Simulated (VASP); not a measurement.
A run of VASP 6.6.1 is set up as follows.

Contents of INCAR:

```
SYSTEM = AlP
PREC = Accurate
ENCUT = 600
EDIFF = 1E-7
ISMEAR = 0
SIGMA = 0.02
LREAL = .FALSE.
LASPH = .TRUE.
NELM = 100
ALGO = Normal
ISIF = 3
LWAVE = .FALSE.
LCHARG = .FALSE.
IBRION = 2
NSW = 100
EDIFFG = -0.002
```

File KPOINTS:

```
regular mesh
0
G
  8 8 8
  0 0 0
```

Contents of POSCAR:

```
AlP
1.0
    0.0000000000      2.7364837100      2.7364837100
    2.7364837100      0.0000000000      2.7364837100
    2.7364837100      2.7364837100      0.0000000000
Al P
1 1
Direct
    0.0000000000      0.0000000000      0.0000000000
    0.2500000000      0.2500000000      0.2500000000
```

Potentials or basis: VASP PAW LDA potentials, release 64 (Al, P).

Run with:

```console
$ cat potpaw_LDA.64/Al/POTCAR potpaw_LDA.64/P/POTCAR > POTCAR
$ mpirun -np 1 vasp_std > vasp.out
```

Question: Estimate the relaxed volume.

Answer: 20.07 Å³/atom.

Question: Estimate the relaxed cell.

Answer: a = 3.843 Å, b = 3.843 Å, c = 3.843 Å, α = 60.00°, β = 60.00°, γ = 60.00°.

Question: Predict the space group after relaxing (to 0.05 Å).

Answer: F-43m (No. 216).

Final structure:
```
Al P
1.0
     0.00000    2.71762    2.71762
     2.71762    0.00000    2.71762
     2.71762    2.71762    0.00000
Al P
1 1
Direct
  0.00000 0.00000 0.00000
  0.25000 0.25000 0.25000
```
